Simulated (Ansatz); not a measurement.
# GaN: elastic constants

How stiff is the crystal, and how unevenly? Runs: cell and atoms relaxed (PAW); reference run (PAW and LAPW).

The COD entry's cell or inner coordinates are ideal or old and differ from later refinements, so a difference from it is no clean test against experiment.

Program: Ansatz 0.2.0. Level of theory: DFT LDA, frozen-core PAW and all-electron LAPW, scalar-relativistic unless said. These are calculated values, not measurements.

1 further run of the same task is left out (set aside as unsound or not needed).

**1. The system as given**

Symmetry: P6_3mc, No. 186, hexagonal system. The conventional cell has a = 3.180 Å, b = 3.180 Å, c = 5.166 Å, α = 90.00°, β = 90.00°, γ = 120.00°. Around Ga (site symmetry 3m) lie 4 N at 1.94 to 1.95 Å. N (site symmetry 3m) is surrounded by 4 Ga at 1.94 to 1.95 Å.

Structure file:

```cif
data_structure
_symmetry_space_group_name_H-M 'P6_3mc'
_symmetry_Int_Tables_number 186
_cell_length_a 3.1800
_cell_length_b 3.1800
_cell_length_c 5.1660
_cell_angle_alpha 90.000
_cell_angle_beta 90.000
_cell_angle_gamma 120.000
_cell_volume 45.24
loop_
_atom_site_label
_atom_site_type_symbol
_atom_site_symmetry_multiplicity
_atom_site_Wyckoff_symbol
_atom_site_fract_x
_atom_site_fract_y
_atom_site_fract_z
_atom_site_occupancy
Ga1 Ga 2 b 0.33333 0.66667 0.00000 1
N1 N 2 b 0.33333 0.66667 0.37500 1
```

Cartesian axes are those of the input's lattice vectors. The structure goes back to a database entry.

**2. Cell and atoms relaxed, PAW**

Input file input.yaml:

```yaml
crystal:
  lattice:
    - [3.17999999999, 0.0, 0.0]
    - [-1.58999999999, 2.75396078402, 0.0]
    - [0.0, 0.0, 5.166]
  atoms:
    - { symbol: Ga, position: [0.333333333333, 0.666666666667, 0.0] }
    - { symbol: Ga, position: [0.666666666667, 0.333333333333, 0.5] }
    - { symbol: "N", position: [0.333333333333, 0.666666666667, 0.375] }
    - { symbol: "N", position: [0.666666666667, 0.333333333333, 0.875] }
kpoints:
  mp_grid: { grid: [14, 14, 8] }
scf:
  occupations: { method: fermi_dirac, width: 0.1 }
hamiltonian:
  xc: lda
  pseudopotentials: { kind: paw }
relax:
  f_tol: 0.002
  max_steps: 80
  cell: {}
output:
  forces: true
  stress: true
```

Launch:

```sh
$ ansatz run input.yaml --threads 1 --pin off --max-ram 3072MiB --backend cpu --events-out ev --progress --plain --runs-dir out
```

The log of the run (excerpt; [...] marks lines left out):

```text
[...]
Pseudopotentials: kind: paw
Pseudopotential: Ga, paw, valence charge 13, recommended cutoff 420 eV (normal), Ga.paw.azcp
Pseudopotential: N, paw, valence charge 5, recommended cutoff 420 eV (normal), N.paw.azcp
Functional definition: SPW92
[...]
Crystal: 4 atoms, lattice volume = 45.242 Å³
Basis set: ecut = 420 eV, 881 PW (Γ)
Bands: 22, of which v1, the nominal top of the filled ones, is band 18 counted from 1 (17 counted from 0)
Symmetry: 12 space group operations
Space group: P63mc (ITA 186), of the structure as read, at distance tolerance 3.6e-5 Å
k-points: 120 of 1568 (time reversal used)
[...]
relax step   3: F+E_penalty+E_count = -8164.19311130 eV  Δ(F+E_penalty+E_count) = -4.490e-3 eV  max|allowed force component| = 3.506e-2 eV/Å  Δτ_max = 0.0019 Å  P = +0.130 GPa  Ω = 44.202 Å³  energy of the carried Pulay correction = +4.269e-3 eV  (5 SCF iters, dr2 threshold 4.00e-7 eV, accepted)
[...]
relax step   4: F+E_penalty+E_count = -8164.19312907 eV  Δ(F+E_penalty+E_count) = -1.777e-5 eV  max|allowed force component| = 1.791e-2 eV/Å  Δτ_max = 0.0007 Å  P = +0.058 GPa  Ω = 44.218 Å³  energy of the carried Pulay correction = +4.204e-3 eV  (3 SCF iters, dr2 threshold 2.27e-7 eV, accepted)
[...]
SCF iter   4: F=-8164.193104 eV  HF=-8164.193104 eV  |F-HF|=5.51e-9  |Δ(HF+E_count)|=   2.02e-8  Δρ=6.43e-6  dr2=1.48e-8  ethr=1.18e-10  ⟨swp⟩=4.1  Hψ=9422  notcnv=0
[...]
```

**3. More of the same log: cell and atoms relaxed by PAW**

The log, continued:

```text
relax step   5: F+E_penalty+E_count = -8164.19310441 eV  Δ(F+E_penalty+E_count) = +2.465e-5 eV  max|allowed force component| = 2.608e-4 eV/Å  Δτ_max = 0.0008 Å  P = -0.001 GPa  Ω = 44.231 Å³  energy of the carried Pulay correction = +4.150e-3 eV  (4 SCF iters, dr2 threshold 4.26e-8 eV, accepted)
Initial wavefunctions: pseudopotential atomic-orbital guess (no wavefunctions were taken with the density)
iter 1 solved again at ethr=2.34e-8 eV; its pass at ethr=3.10e-3 eV (dr2=8.42e-6 eV) is discarded
SCF iter   1: F=—  HF=-8164.189369 eV  |F-HF|=—  |Δ(HF+E_count)|=         —  Δρ=1.53e-4  dr2=1.63e-6  ethr=2.34e-8  ⟨swp⟩=3.0  Hψ=18401  notcnv=0
preconditioner: auto → Resta (q_TF=auto, 2.636 Å⁻¹)  ε∞=5.0  [insulator: Δε(μ)=2.125 eV  Ē_g=16.731 eV  σ=0.100 eV  W_gap=1.00  n_scr=22 (ndim 8)  ℏωp=33.5 eV  f_vac=0.006  D(μ)=0.00/eV (n_scr^D=0)  ε∞_Penn≈5.0]
SCF iter   2: F=—  HF=-8164.189367 eV  |F-HF|=—  |Δ(HF+E_count)|=   1.42e-6  Δρ=7.89e-5  dr2=4.98e-7  ethr=4.52e-9  ⟨swp⟩=3.0  Hψ=4797  notcnv=0
SCF iter   3: F=—  HF=-8164.189368 eV  |F-HF|=—  |Δ(HF+E_count)|=   1.46e-7  Δρ=2.15e-5  dr2=2.75e-8  ethr=1.38e-9  ⟨swp⟩=2.9  Hψ=5289  notcnv=0
SCF iter   4: F=—  HF=-8164.189368 eV  |F-HF|=—  |Δ(HF+E_count)|=   1.12e-8  Δρ=3.03e-6  dr2=2.52e-9  ethr=7.65e-11  ⟨swp⟩=2.0  Hψ=4797  notcnv=0
SCF iter   5: F=—  HF=-8164.189368 eV  |F-HF|=—  |Δ(HF+E_count)|=   1.46e-9  Δρ=7.86e-7  dr2=2.03e-10  ethr=7.00e-12  ⟨swp⟩=2.2  Hψ=4480  notcnv=0
SCF iter   6: F=-8164.189368 eV  HF=-8164.189368 eV  |F-HF|=3.64e-12  |Δ(HF+E_count)|=  3.37e-10  Δρ=2.87e-7  dr2=1.30e-11  ethr=1.00e-12  ⟨swp⟩=4.3  Hψ=9800  notcnv=0
SCF 6 converged in 6 iterations: F = -8164.189368 eV  dr2 = 1.30e-11
relax step   6: F+E_penalty+E_count = -8164.18936762 eV  Δ(F+E_penalty+E_count) = +3.737e-3 eV  max|allowed force component| = 4.292e-5 eV/Å  Δτ_max = 0.0000 Å  P = -0.119 GPa  Ω = 44.231 Å³  stress off target by 1.29e-1 GPa  SCF on the basis re-selected at this cell (its energy is not comparable with the rows above)  (6 SCF iters)
basis re-selected at this cell: Δ(F+E_penalty+E_count) = +3.737e-3 eV, ΔP = -0.118 GPa vs the last step (what re-selecting the basis moved, of the pressure what is left beyond the Pulay correction that the steps carried, after the strain that the cell walked since its last selection, with what the two solves' SCF thresholds leave and, on support functions, any second-order correction that the steps lacked; it is no measure of the basis error at this ecutwfc). This SCF's stress stands 1.29e-1 GPa from its target on what of the cell is left free (relax.cell.stress_tol is 5.00e-2 GPa) and its largest allowed force component is 4.29e-5 eV/Å (relax.f_tol is 2.00e-3 eV/Å): not within both, so this SCF does not close the relaxation
Crystal: 4 atoms, lattice volume = 44.206 Å³
iter 1 solved again at ethr=1.84e-8 eV; its pass at ethr=3.10e-3 eV (dr2=6.62e-6 eV) is discarded
SCF iter   1: F=—  HF=-8164.189484 eV  |F-HF|=—  |Δ(HF+E_count)|=         —  Δρ=1.18e-4  dr2=6.70e-6  ethr=1.84e-8  ⟨swp⟩=2.1  Hψ=13022  notcnv=0
preconditioner: auto → Resta (q_TF=auto, 2.637 Å⁻¹)  ε∞=5.0  [insulator: Δε(μ)=2.130 eV  Ē_g=16.735 eV  σ=0.100 eV  W_gap=1.00  n_scr=22 (ndim 8)  ℏωp=33.5 eV  f_vac=0.006  D(μ)=0.00/eV (n_scr^D=0)  ε∞_Penn≈5.0]
SCF iter   2: F=—  HF=-8164.189482 eV  |F-HF|=—  |Δ(HF+E_count)|=   1.91e-6  Δρ=2.50e-5  dr2=2.67e-7  ethr=1.84e-8  ⟨swp⟩=2.0  Hψ=3349  notcnv=0
SCF iter   3: F=—  HF=-8164.189482 eV  |F-HF|=—  |Δ(HF+E_count)|=   6.03e-8  Δρ=1.43e-5  dr2=7.78e-8  ethr=1.15e-10  ⟨swp⟩=4.0  Hψ=9507  notcnv=0
SCF iter   4: F=-8164.189482 eV  HF=-8164.189482 eV  |F-HF|=1.02e-8  |Δ(HF+E_count)|=   1.15e-8  Δρ=3.63e-6  dr2=4.54e-9  ethr=1.15e-10  ⟨swp⟩=4.0  Hψ=9450  notcnv=0
SCF 7 converged in 4 iterations: F = -8164.189482 eV  dr2 = 4.54e-9
relax step   7: F+E_penalty+E_count = -8164.18948161 eV  Δ(F+E_penalty+E_count) = -1.140e-4 eV  max|allowed force component| = 1.647e-5 eV/Å  Δτ_max = 0.0000 Å  P = -0.002 GPa  Ω = 44.206 Å³  energy of the carried Pulay correction = +1.042e-4 eV  (4 SCF iters, dr2 threshold 4.16e-8 eV, accepted)
iter 1 solved again at ethr=2.60e-8 eV; its pass at ethr=3.10e-3 eV (dr2=9.36e-6 eV) is discarded
SCF iter   1: F=—  HF=-8164.189373 eV  |F-HF|=—  |Δ(HF+E_count)|=         —  Δρ=5.35e-6  dr2=5.51e-9  ethr=2.60e-8  ⟨swp⟩=3.1  Hψ=18382  notcnv=0
preconditioner: auto → Resta (q_TF=auto, 2.637 Å⁻¹)  ε∞=5.0  [insulator: Δε(μ)=2.129 eV  Ē_g=16.735 eV  σ=0.100 eV  W_gap=1.00  n_scr=22 (ndim 8)  ℏωp=33.5 eV  f_vac=0.006  D(μ)=0.00/eV (n_scr^D=0)  ε∞_Penn≈5.0]
SCF iter   2: F=—  HF=-8164.189373 eV  |F-HF|=—  |Δ(HF+E_count)|=   1.07e-7  Δρ=2.67e-6  dr2=1.43e-9  ethr=1.53e-11  ⟨swp⟩=2.0  Hψ=4801  notcnv=0
SCF iter   3: F=—  HF=-8164.189373 eV  |F-HF|=—  |Δ(HF+E_count)|=  6.37e-11  Δρ=1.51e-6  dr2=4.86e-10  ethr=3.96e-12  ⟨swp⟩=2.2  Hψ=4320  notcnv=0
SCF iter   4: F=-8164.189373 eV  HF=-8164.189373 eV  |F-HF|=9.09e-13  |Δ(HF+E_count)|=  1.41e-10  Δρ=3.13e-7  dr2=2.97e-11  ethr=1.00e-12  ⟨swp⟩=3.0  Hψ=10118  notcnv=0
SCF 8 converged in 4 iterations: F = -8164.189373 eV  dr2 = 2.97e-11
relax step   8: F+E_penalty+E_count = -8164.18937279 eV  Δ(F+E_penalty+E_count) = +1.088e-4 eV  max|allowed force component| = 1.364e-5 eV/Å  Δτ_max = 0.0000 Å  P = -0.004 GPa  Ω = 44.206 Å³  stress off target by 5.88e-3 GPa  SCF on the basis re-selected at this cell (its energy is not comparable with the rows above)  (4 SCF iters)
basis re-selected at this cell: Δ(F+E_penalty+E_count) = +1.088e-4 eV, ΔP = -0.002 GPa vs the last step (what re-selecting the basis moved, of the pressure what is left beyond the Pulay correction that the steps carried, after the strain that the cell walked since its last selection, with what the two solves' SCF thresholds leave and, on support functions, any second-order correction that the steps lacked; it is no measure of the basis error at this ecutwfc). This SCF's stress stands 5.88e-3 GPa from its target on what of the cell is left free (relax.cell.stress_tol is 5.00e-2 GPa) and its largest allowed force component is 1.36e-5 eV/Å (relax.f_tol is 2.00e-3 eV/Å): within both
SCF converged after 4 iterations
Free energy (F): -8164.189373 eV
Harris-Foulkes:  -8164.189373 eV  (|F-HF|=9.09e-13)
Internal energy: -8164.189372 eV  (E = F + TS)
E sigma→0 (E₀):  -8164.189373 eV
Entropy (-TS):   -0.000000 eV (-0.000 meV/atom)
Fermi energy:    11.063953 eV
--- Per-component energies (eV) ---
  E_band       = -8.938336
  E_kinetic    = 496.114005
  E_local      = -3859.074745  (includes V_loc(G=0)·N_el)
  E_nonlocal   = 955.469432
  E_hartree    = 1774.931129
  E_xc         = -256.475951
  E_vxc        = -269.441329  (∫ρ·V_xc dr)
  E_paw        = -4070.212715  (= ΣΔE_a)
  E_vpaw       = -881.867977  (= ΣTr[D̂ρ^β])
  E_aug_tail   = 0.000032  (compensation charges beyond the density's cutoff)
  E_ewald      = -3208.557608
  E_core_change = 3.617048  (= ΣΔE_core)
  E_smearing   = -0.000000  (= −TS)
  E_closure    = 0.000000  (closes the sum)
  Σ components = -8164.189373   (vs F -8164.189373, Δ=0.00e0)
--- Forces (eV/Å), atoms counted from 1 ---
  atom   1  Ga    -0.00000000    -0.00000000    -0.00001323
  atom   2  Ga    -0.00000000     0.00000000    -0.00001323
  atom   3  N      0.00000000    -0.00000000     0.00001405
  atom   4  N     -0.00000000     0.00000000     0.00001405
  max |Σ_I F_I| component: 1.63e-6 eV/Å
--- Stress (GPa, compression-positive) ---
       -0.005875      -0.000000       0.000000
       -0.000000      -0.005875       0.000000
        0.000000       0.000000       0.001229
  P = ⅓ Tr σ = -0.0035 GPa (-0.035 kbar)
--- Relaxed structure (6 steps of the walk, 6 accepted, 2 SCFs on fresh bases) ---
  F+E_penalty+E_count = -8164.18937279 eV   max|allowed force component| = 1.364e-5 eV/Å   (the final SCF, on the basis selected at the relaxed cell)
  cell:  # Å, volume = 44.2058 Å³
    - [3.151814577946017, -2.86103574624384e-12, -2.0561272235424106e-18]
    - [-1.5759072889705308, 2.7295514925208106, 1.253894923784842e-18]
    - [-3.340236866938227e-18, 4.236242449925474e-19, 5.13839779614311]
  atoms:
    - { symbol: Ga, position: [0.3333333333333334, 0.6666666666666666, -0.0007042242440006692] }
    - { symbol: Ga, position: [0.6666666666666667, 0.3333333333333333, 0.49929577575599937] }
    - { symbol: N, position: [0.3333333333333334, 0.6666666666666666, 0.37570422424400063] }
    - { symbol: N, position: [0.6666666666666667, 0.3333333333333333, 0.875704224244001] }
```

It took 18 s on 1 thread of AMD EPYC 9R45 (Zen 5), shared host; peak memory 0.47 GiB.

The steps of the relaxation:

| step | energy from step 1 (eV/cell) | largest force component (eV/Å) | pressure (GPa) | volume (Å³) |
| --- | --- | --- | --- | --- |
| 1 | 0.0000 | 0.1261 | -4.46 | 45.24 |
| 2 | -0.0157 | 0.0927 | -1.78 | 44.62 |
| 3 | -0.0202 | 0.0351 | 0.13 | 44.20 |
| 4 | -0.0202 | 0.0179 | 0.06 | 44.22 |
| 5 | -0.0202 | 0.0003 | 0.00 | 44.23 |
| 6 | -0.0164 | 0.0000 | -0.12 | 44.23 |
| 7 | -0.0165 | 0.0000 | 0.00 | 44.21 |
| 8 | -0.0164 | 0.0000 | 0.00 | 44.21 |

Step 1 is the start. Steps 6, 8 repeat the geometry before on a plane-wave basis chosen anew for that cell, so the energy can jump there without any move; the table keeps such jumps.

| input's cell | before | after | change |
| --- | --- | --- | --- |
| a (Å) | 3.180 | 3.152 | -0.9 % |
| b (Å) | 3.180 | 3.152 | -0.9 % |
| c (Å) | 5.166 | 5.138 | -0.5 % |
| volume (Å³/atom) | 11.31 | 11.05 | -2.3 % |

[end of part 1 of 3]
